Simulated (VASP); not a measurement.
# Li15S8 (a cell with a defect) in VASP: a series of runs, part 2 of 3

VASP 6.6.1. The steps go on from the part before.

### Step 3. Single point, PBE

INCAR reads:

```
SYSTEM = Li15S8
  ALGO = Normal
  EDIFF = 1E-6
  ENCUT = 520
  GGA = PE
  ISIF = 2
  ISMEAR = 0
  LASPH = .TRUE.
  LCHARG = .TRUE.
  LELF = .TRUE.
  LREAL = Auto
  LVHAR = .TRUE.
  LWAVE = .FALSE.
  NBANDS = 64
  NELECT = 94.0
  NELM = 100
  PREC = Accurate
  SIGMA = 0.02
```

KPOINTS reads:

```
k-points
0
G
  2 2 2
  0 0 0
```

POSCAR reads:

```
Li15S8
1.0
    0.0000000000      5.7056319347     -5.7056319347
    5.7056319347      5.7056319347      0.0000000000
    5.7056319347      0.0000000000     -5.7056319347
Li S
15 8
Direct
    0.3610934816      0.3889065270      0.3610934816
    0.3750000043      0.8750000100      0.3750000043
    0.8889065327      0.3889065270      0.3610934816
    0.8889065327      0.8610934873      0.3610934816
    0.3610934816      0.3889065270      0.8889065327
    0.3610934816      0.8610934873      0.8889065327
    0.8750000100      0.3750000043      0.8750000100
    0.8889065327      0.8610934873      0.8889065327
    0.1213758630      0.1286241399      0.1213758630
    0.6286240580      0.1286240522      0.1213759506
    0.6286241456      0.6213758687      0.1213758630
    0.1213759506      0.1286240522      0.6286240580
    0.1213758630      0.6213758687      0.6286241456
    0.6250000072      0.1250000014      0.6250000072
    0.6286240580      0.6213759563      0.6286240580
   -0.0036130967      0.4963869090      0.5108392959
    0.0008688783     -0.0002896261      0.4997103796
    0.4997103796      0.5008688841      0.4997103796
    0.4997103796     -0.0002896261      0.4997103796
   -0.0036130091      0.4963868214      0.9963868271
   -0.0036130967      0.0108392901      0.9963869147
    0.5108393835      0.4963868214      0.9963868271
    0.4997103796     -0.0002896261      1.0008688898
```

Potentials or basis: VASP PAW PBE potentials, release 64 (Li_sv, S).

Started as:

```sh
$ cat potpaw_PBE.64/Li_sv/POTCAR potpaw_PBE.64/S/POTCAR > POTCAR
$ mpirun -np 1 vasp_std > vasp.out
```

OUTCAR:

```text
SYSTEM = Li15S8
   EDIFF = 1E-6
   ENCUT = 520
   GGA = PE
   ISIF = 2
   ISMEAR = 0
   LASPH = .TRUE.
   LREAL = Auto
   NELECT = 94.0
   NELM = 100
   PREC = Accurate

 ion  position               nearest neighbor table
   1  0.361  0.389  0.361-  16 2.41  22 2.41  19 2.57  18 2.57
   2  0.375  0.875  0.375-  23 2.46  19 2.46  18 2.46  17 2.46
   3  0.889  0.389  0.361-  16 2.41  20 2.41  18 2.57  17 2.57
   4  0.889  0.861  0.361-  21 2.41  16 2.41  17 2.57  19 2.57
   5  0.361  0.389  0.889-  22 2.41  20 2.41  18 2.57  23 2.57
   6  0.361  0.861  0.889-  21 2.41  22 2.41  23 2.57  19 2.57
   7  0.875  0.375  0.875-  20 2.40  22 2.40  16 2.40  21 2.40
[... 427 lines left out ...]
  Total        5.7810156      5.7810156      5.7810156      0.0000000      0.0000000     -0.0000000
  in kB       24.9329389     24.9329389     24.9329389      0.0000000      0.0000000     -0.0000000
  external PRESSURE =      24.9329389 kB  Pullay stress =       0.0000000 kB

 VOLUME and BASIS-vectors are now :
 -----------------------------------------------------------------------------
  energy-cutoff  :      520.00
  volume of cell :      371.48
      direct lattice vectors                 reciprocal lattice vectors
     0.000000000  5.705631935 -5.705631935    -0.087632712  0.087632712 -0.087632712
     5.705631935  5.705631935  0.000000000     0.087632712  0.087632712  0.087632712
     5.705631935  0.000000000 -5.705631935     0.087632712 -0.087632712 -0.087632712

 POSITION                                       TOTAL-FORCE (eV/Angst)
 -----------------------------------------------------------------------------------
      4.27922      4.27922     -4.12053        -0.000000     -0.000000      0.008939
      7.13204      7.13204     -4.27922         0.000000      0.000000      0.000000
      4.27922      7.29073     -7.13204        -0.000000      0.008939      0.000000
      6.97335      9.98486     -7.13204        -0.008939     -0.000000      0.000000
      7.29073      4.27922     -7.13204         0.008939     -0.000000      0.000000
      9.98486      6.97335     -7.13204        -0.000000     -0.008939      0.000000
[... 15 lines left out ...]
      8.51722      5.74686     -8.59968         0.005167     -0.005167      0.005167
      5.70894      8.55514     -2.85612         0.000418     -0.000418     -0.000418
 -----------------------------------------------------------------------------------
    total drift:                               -0.000416     -0.001810     -0.001936

  FREE ENERGIE OF THE ION-ELECTRON SYSTEM (eV)
  ---------------------------------------------------
  free  energy   TOTEN  =       -89.4230185082 eV

  energy  without entropy=      -89.4230185082  energy(sigma->0) =      -89.42301851
```

OSZICAR:

```text
N       E                     dE             d eps       ncg     rms          rms(c)
DAV:   1     0.751650432407E+03    0.75165E+03   -0.38286E+04   384   0.149E+03
DAV:   2     0.324278832003E+02   -0.71922E+03   -0.66496E+03   448   0.377E+02
DAV:   3    -0.728641958791E+02   -0.10529E+03   -0.10456E+03   552   0.114E+02
DAV:   4    -0.898795852103E+02   -0.17015E+02   -0.16924E+02   680   0.480E+01
DAV:   5    -0.925896842105E+02   -0.27101E+01   -0.27094E+01   616   0.131E+01    0.110E+01
DAV:   6    -0.894330738999E+02    0.31566E+01   -0.72120E+00   480   0.728E+00    0.856E+00
DAV:   7    -0.893167785337E+02    0.11630E+00   -0.22133E+00   568   0.336E+00    0.583E+00
DAV:   8    -0.894150795064E+02   -0.98301E-01   -0.37587E-01   520   0.195E+00    0.143E+00
DAV:   9    -0.894125487851E+02    0.25307E-02   -0.53959E-02   552   0.603E-01    0.435E-01
DAV:  10    -0.894215035942E+02   -0.89548E-02   -0.12138E-02   504   0.345E-01    0.121E-01
DAV:  11    -0.894228450872E+02   -0.13415E-02   -0.17903E-03   544   0.133E-01    0.968E-02
DAV:  12    -0.894229708741E+02   -0.12579E-03   -0.33286E-04   560   0.581E-02    0.337E-02
DAV:  13    -0.894230072449E+02   -0.36371E-04   -0.97961E-05   448   0.291E-02    0.133E-02
DAV:  14    -0.894230139718E+02   -0.67269E-05   -0.10875E-05   512   0.111E-02    0.557E-03
DAV:  15    -0.894230178555E+02   -0.38837E-05   -0.41366E-06   408   0.635E-03    0.380E-03
DAV:  16    -0.894230185082E+02   -0.65266E-06   -0.84319E-07   368   0.324E-03
   1 F= -.89423019E+02 E0= -.89423019E+02  d E =-.677943E-34
```

stdout:

```text
POSCAR found type information on POSCAR LiS
 POSCAR found :  2 types and      23 ions
 scaLAPACK will be used
 LDA part: xc-table for (Slater+PW92), standard interpolation
 POSCAR, INCAR and KPOINTS ok, starting setup
 FFT: planning ... GRIDC
 FFT: planning ... GRID_SOFT
 FFT: planning ... GRID
 WAVECAR not read
 entering main loop
 the old and the new charge density differ
 old charge density:    93.00000 new   94.00000
    0.110E+01
```

Run time: 5.5 min. Hardware: 1 thread of AMD EPYC 7R43 (Zen 3), shared host; peak memory 0.4 GiB.

What came out:

```yaml
Free_energy: -89.4230 eV
Largest_force: 0.009 eV/Å
Band_gap_on_the_k_mesh: 3.36 eV, direct
```

Forces on the atoms (eV/Å):
```
Li   0.000  0.000  0.009
Li   0.000  0.000  0.000
Li   0.000  0.009  0.000
Li  -0.009  0.000  0.000
Li   0.009  0.000  0.000
Li   0.000 -0.009  0.000
Li   0.000  0.000  0.000
Li   0.000  0.000 -0.009
Li   0.000  0.000 -0.007
Li   0.000 -0.007  0.000
Li   0.007  0.000  0.000
Li  -0.007  0.000  0.000
Li   0.000  0.007  0.000
Li   0.000  0.000  0.000
Li   0.000  0.000  0.007
S   -0.005  0.005  0.005
S    0.000  0.000  0.000
S    0.000  0.000  0.000
S    0.000  0.000  0.000
S    0.005  0.005 -0.005
S   -0.005 -0.005 -0.005
S    0.005 -0.005  0.005
S    0.000  0.000  0.000
```

Caveat: the k mesh is coarse (spacing up to 0.48 Å⁻¹), so the values aren't converged; the cell carries a net charge on a neutralising background, which shifts energy and pressure; the cell is charged against a uniform background, so pressure and absolute levels hang on convention; the cutoff is under 1.25 times the usual one of these potentials, so pressure, stress and relaxed cells hold a basis-set (Pulay) error. Expect the measured gap to be larger: semilocal functionals such as PBE lack the derivative discontinuity.

### Step 4. Single point, PBE

INCAR reads:

```
PREC = Accurate
ENCUT = 520
EDIFF = 1E-7
ISMEAR = 0
SIGMA = 0.02
LREAL = Auto
LASPH = T
NELM = 100
ALGO = Fast
ISIF = 2
LWAVE = F
LCHARG = F
GGA = PE
NBANDS = 64
NELECT = 94.0
```

KPOINTS reads:

```
Automatic mesh
0
Gamma
  2 2 2
```

POSCAR reads:

```
Li15S8
1.0
    0.0000000000      5.7056319347     -5.7056319347
    5.7056319347      5.7056319347      0.0000000000
    5.7056319347      0.0000000000     -5.7056319347
Li S
15 8
Direct
    0.3262543959      0.4237456127      0.3262543959
    0.3739919652      0.8760080491      0.3739919652
    0.8827683870      0.3857065309      0.3664185710
    0.8827683870      0.8651063645      0.3664185710
    0.3664186586      0.3857064432      0.8827684747
    0.3664185710      0.8651063645      0.8827685623
    0.8785932141      0.3714068002      0.8785932141
    0.8902484524      0.8597515676      0.8902484524
    0.1252258309      0.1247741719      0.1252258309
    0.6303633044      0.1290938512      0.1217919431
    0.6303633920      0.6187508308      0.1217918555
    0.1217919431      0.1290938512      0.6303633044
    0.1217918555      0.6187508308      0.6303633920
    0.6190617517      0.1309382569      0.6190617517
    0.6217083472      0.6282916671      0.6217083472
   -0.0141236766      0.4991283231      0.5158668722
   -0.0009230354     -0.0009100657      0.5027431725
    0.4964382618      0.5039410240      0.4964382618
    0.4964382618      0.0031824696      0.4964382618
   -0.0004374625      0.4931387149      0.9995625489
   -0.0004375501      0.0077363034      0.9995624613
    0.5158667846      0.4991284108      0.9858762473
    0.5027431725     -0.0009100657      0.9990769761
```

Started as:

```sh
$ cat potpaw_PBE.64/Li_sv/POTCAR potpaw_PBE.64/S/POTCAR > POTCAR
$ mpirun -np 1 vasp_std > vasp.out
```

Run time: 20 min. Hardware: 1 thread of AMD EPYC 7R43 (Zen 3), shared host; peak memory 0.45 GiB.

Results (log left out):

| Property | Result |
| --- | --- |
| Free energy | -89.3343 eV |
| Largest force | 0.352 eV/Å |
| Band gap on the k mesh | 3.29 eV, direct |

Forces in eV/Å, atoms in the order of the input:
```
Li   0.000  0.000 -0.352
Li   0.000  0.000  0.003
Li  -0.004  0.029  0.008
Li  -0.029  0.004  0.008
Li   0.029 -0.004  0.008
Li   0.004 -0.029  0.008
Li   0.000  0.000  0.052
Li   0.000  0.000 -0.003
Li   0.000  0.000  0.040
Li  -0.008  0.000  0.013
Li   0.000  0.008  0.013
Li   0.000 -0.008  0.013
Li   0.008  0.000  0.013
Li   0.000  0.000 -0.008
Li   0.000  0.000 -0.037
S   -0.010  0.010  0.036
S   -0.005  0.005  0.022
S   -0.025 -0.025  0.031
S    0.025  0.025  0.031
S    0.007  0.007  0.022
S   -0.007 -0.007  0.022
S    0.010 -0.010  0.036
S    0.005 -0.005  0.022
```

Levels at points of the mesh, in eV from the valence-band top:
| k point | band 45 | band 46 | band 47 | band 48 | band 49 | band 50 |
| --- | --- | --- | --- | --- | --- | --- |
| (0.00, 0.00, 0.00) | -0.08 | -0.01 | 0.00 | 3.29 | 3.38 | 3.38 |
| (0.50, 0.00, 0.00) | -0.35 | -0.18 | -0.18 | 4.66 | 4.75 | 4.80 |
| (0.00, 0.50, 0.00) | -0.37 | -0.29 | -0.19 | 4.64 | 4.75 | 4.75 |
| (0.50, 0.50, 0.00) | -0.54 | -0.42 | -0.36 | 4.67 | 4.74 | 5.33 |
| (0.50, 0.00, 0.50) | -0.57 | -0.51 | -0.36 | 4.70 | 4.76 | 5.29 |

Caveat: the k mesh is coarse (spacing up to 0.48 Å⁻¹), so the values aren't converged; the cell carries a net charge on a neutralising background, which shifts energy and pressure; the cell is charged against a uniform background, so pressure and absolute levels hang on convention; the cutoff is under 1.25 times the usual one of these potentials, so pressure, stress and relaxed cells hold a basis-set (Pulay) error.

### Step 5. Single point, PBE

INCAR reads:

```
SYSTEM = Li15S8
PREC = Accurate
ENCUT = 520
EDIFF = 1E-6
ISMEAR = 0
SIGMA = 0.02
LREAL = Auto
LASPH = .TRUE.
NELM = 100
ALGO = Normal
ISIF = 2
LWAVE = .FALSE.
LCHARG = .FALSE.
GGA = PE
NELECT = 94.0
NBANDS = 64
```

KPOINTS reads:

```
Automatic mesh
0
G
  2 2 2
  0 0 0
```

POSCAR reads:

```
Li15S8
1.0
    0.0000000000      5.7056319347     -5.7056319347
    5.7056319347      5.7056319347      0.0000000000
    5.7056319347      0.0000000000     -5.7056319347
Li S
15 8
Direct
    0.2884270347      0.4615729739      0.2884270347
    0.3737779661      0.8762220482      0.3737779661
    0.8781700357      0.3844676672      0.3699181833
    0.8781701234      0.8674440547      0.3699180957
    0.3699181833      0.3844676672      0.8781700357
    0.3699180957      0.8674440547      0.8781701234
    0.8808400292      0.3691599851      0.8808400292
    0.8887633409      0.8612366792      0.8887633409
    0.1262525358      0.1237474671      0.1262525358
    0.6288418252      0.1297109608      0.1243793866
    0.6288416500      0.6170678446      0.1243793866
    0.1243793866      0.1297109608      0.6288418252
    0.1243793866      0.6170678446      0.6288416500
    0.6157561582      0.1342438504      0.6157561582
    0.6188750940      0.6311249203      0.6188750940
   -0.0206612521      0.5001317177      0.5203976587
   -0.0015821210     -0.0006004593      0.5027828701
    0.4968773893      0.5058515048      0.4968773893
    0.4968773893      0.0003937338      0.4968773893
    0.0008319850      0.4926027532      1.0008319964
    0.0008319850      0.0057332825      1.0008319964
    0.5203976587      0.5001317177      0.9793387593
    0.5027827825     -0.0006003717      0.9984178028
```

Potentials or basis: VASP PAW PBE potentials, release 64 (Li_sv, S).

Started as:

```sh
$ cat potpaw_PBE.64/Li_sv/POTCAR potpaw_PBE.64/S/POTCAR > POTCAR
$ mpirun -np 1 vasp_std > vasp.out
```

OUTCAR:

```text
SYSTEM = Li15S8
   PREC = Accurate
   ENCUT = 520
   EDIFF = 1E-6
   ISMEAR = 0
   LREAL = Auto
   LASPH = .TRUE.
   NELM = 100
   ISIF = 2
   GGA = PE
   NELECT = 94.0

 ion  position               nearest neighbor table
   1  0.288  0.462  0.288-  22 2.23  16 2.23
   2  0.374  0.876  0.374-  19 2.44  18 2.44  17 2.47  23 2.47
   3  0.878  0.384  0.370-  16 2.43  20 2.43  18 2.51  17 2.54
   4  0.878  0.867  0.370-  16 2.43  21 2.43  19 2.51  17 2.54
   5  0.370  0.384  0.878-  22 2.43  20 2.43  18 2.51  23 2.54
   6  0.370  0.867  0.878-  22 2.43  21 2.43  19 2.51  23 2.54
   7  0.881  0.369  0.881-  22 2.38  16 2.38  20 2.39  21 2.39
   8  0.889  0.861  0.889-  21 2.43  20 2.43  17 2.55  23 2.55
   9  0.126  0.124  0.126-  21 2.43  20 2.43  23 2.48  17 2.48
  10  0.629  0.130  0.124-  22 2.45  21 2.45  19 2.46  23 2.52
  11  0.629  0.617  0.124-  22 2.45  20 2.45  18 2.46  23 2.52
  12  0.124  0.130  0.629-  16 2.45  21 2.45  19 2.46  17 2.52
  13  0.124  0.617  0.629-  16 2.45  20 2.45  18 2.46  17 2.52
  14  0.616  0.134  0.616-  19 2.45  18 2.45  23 2.52  17 2.52
  15  0.619  0.631  0.619-  16 2.38  22 2.38  19 2.43  18 2.43
[... 226 lines left out ...]
 k-point     1 :       0.0000    0.0000    0.0000
  band No.  band energies     occupation
      1     -43.2197      2.00000
      2     -43.0761      2.00000
      3     -43.0475      2.00000
      4     -43.0460      2.00000
      5     -43.0444      2.00000
      6     -43.0444      2.00000
[... 299 lines left out ...]
     58       8.0085      0.00000
     59       8.0191      0.00000
 [bands above 59 left out]

------------------------ aborting loop because EDIFF is reached ----------------------------------------

  FORCE on cell =-STRESS in cart. coord.  units (eV):
  Direction    XX          YY          ZZ          XY          YZ          ZX
  --------------------------------------------------------------------------------------
  -------------------------------------------------------------------------------------
  Total        7.1111668      7.1111668      5.5153953     -0.8573311      0.0000000      0.0000000
  in kB       30.6697471     30.6697471     23.7873453     -3.6975828      0.0000000      0.0000000
  external PRESSURE =      28.3756131 kB  Pullay stress =       0.0000000 kB

 VOLUME and BASIS-vectors are now :
 -----------------------------------------------------------------------------
  energy-cutoff  :      520.00
  volume of cell :      371.48
      direct lattice vectors                 reciprocal lattice vectors
     0.000000000  5.705631935 -5.705631935    -0.087632712  0.087632712 -0.087632712
     5.705631935  5.705631935  0.000000000     0.087632712  0.087632712  0.087632712
     5.705631935  0.000000000 -5.705631935     0.087632712 -0.087632712 -0.087632712

 POSITION                                       TOTAL-FORCE (eV/Angst)
 -----------------------------------------------------------------------------------
      4.27922      4.27922     -3.29132         0.000000     -0.000000     -0.353985
      7.13204      7.13204     -4.26528         0.000000     -0.000000     -0.008991
      4.30425      7.20415     -7.12113        -0.002221      0.023910      0.019879
      7.05993      9.95983     -7.12113        -0.023910      0.002221      0.019879
      7.20415      4.30425     -7.12113         0.023910     -0.002221      0.019879
      9.95983      7.05993     -7.12113         0.002221     -0.023910      0.019879
[... 15 lines left out ...]
      8.44131      5.82277     -8.55694        -0.019646      0.019646      0.043193
     11.39881      8.57090     -8.56530         0.000172     -0.000172      0.014519
 -----------------------------------------------------------------------------------
    total drift:                                0.001814      0.001928      0.007411

  FREE ENERGIE OF THE ION-ELECTRON SYSTEM (eV)
  ---------------------------------------------------
  free  energy   TOTEN  =       -89.1571347020 eV

  energy  without entropy=      -89.1571347020  energy(sigma->0) =      -89.15713470
```

OSZICAR:

```text
N       E                     dE             d eps       ncg     rms          rms(c)
DAV:   1     0.770591759667E+03    0.77059E+03   -0.38390E+04   640   0.150E+03
DAV:   2     0.375037308710E+02   -0.73309E+03   -0.67567E+03   728   0.383E+02
DAV:   3    -0.723591628672E+02   -0.10986E+03   -0.10886E+03   904   0.117E+02
DAV:   4    -0.897490582209E+02   -0.17390E+02   -0.17295E+02  1176   0.486E+01
DAV:   5    -0.924538450619E+02   -0.27048E+01   -0.27040E+01   976   0.132E+01    0.110E+01
DAV:   6    -0.891759615871E+02    0.32779E+01   -0.73518E+00   800   0.733E+00    0.863E+00
DAV:   7    -0.890506793385E+02    0.12528E+00   -0.22912E+00  1000   0.341E+00    0.598E+00
DAV:   8    -0.891485234186E+02   -0.97844E-01   -0.38070E-01   888   0.196E+00    0.139E+00
DAV:   9    -0.891467009577E+02    0.18225E-02   -0.51990E-02   928   0.617E-01    0.476E-01
DAV:  10    -0.891553180855E+02   -0.86171E-02   -0.10507E-02   872   0.329E-01    0.139E-01
DAV:  11    -0.891570003498E+02   -0.16823E-02   -0.20818E-03   800   0.149E-01    0.999E-02
DAV:  12    -0.891570306418E+02   -0.30292E-04   -0.18803E-04  1128   0.440E-02    0.675E-02
DAV:  13    -0.891571225838E+02   -0.91942E-04   -0.10585E-04   744   0.307E-02    0.235E-02
DAV:  14    -0.891571322408E+02   -0.96569E-05   -0.15069E-05   840   0.125E-02    0.113E-02
DAV:  15    -0.891571334201E+02   -0.11793E-05   -0.13341E-06   648   0.525E-03    0.357E-03
DAV:  16    -0.891571345769E+02   -0.11567E-05   -0.21582E-06   632   0.500E-03    0.243E-03
DAV:  17    -0.891571347020E+02   -0.12511E-06   -0.14607E-07   464   0.174E-03
   1 F= -.89157135E+02 E0= -.89157135E+02  d E =-.220058E-35
```

Wall time 6.6 min (1 thread of AMD EPYC 7R43 (Zen 3), shared host); peak memory 0.43 GiB.

Results:

```
Free energy            : -89.1571 eV
Largest force          : 0.354 eV/Å
Band gap on the k mesh : 3.21 eV, direct
```

Forces in eV/Å, atoms in the order of the input:
```
Li   0.000  0.000 -0.354
Li   0.000  0.000 -0.009
Li  -0.002  0.024  0.020
Li  -0.024  0.002  0.020
Li   0.024 -0.002  0.020
Li   0.002 -0.024  0.020
Li   0.000  0.000  0.046
Li   0.000  0.000 -0.018
Li   0.000  0.000  0.043
Li  -0.011  0.006  0.001
Li  -0.006  0.011  0.001
Li   0.006 -0.011  0.001
Li   0.011 -0.006  0.001
Li   0.000  0.000  0.008
Li   0.000  0.000 -0.025
S    0.020 -0.020  0.043
S    0.000  0.000  0.015
S   -0.037 -0.037  0.050
S    0.037  0.037  0.050
S    0.018  0.018  0.005
S   -0.018 -0.018  0.005
S   -0.020  0.020  0.043
S    0.000  0.000  0.015
```

Caveat: the k mesh is coarse (spacing up to 0.48 Å⁻¹), so the values aren't converged; the cell carries a net charge on a neutralising background, which shifts energy and pressure; the cell is charged against a uniform background, so pressure and absolute levels hang on convention; the cutoff is under 1.25 times the usual one of these potentials, so pressure, stress and relaxed cells hold a basis-set (Pulay) error. A hybrid or GW would open this gap; PBE tends to underestimate it.

[end of part 2 of 3]
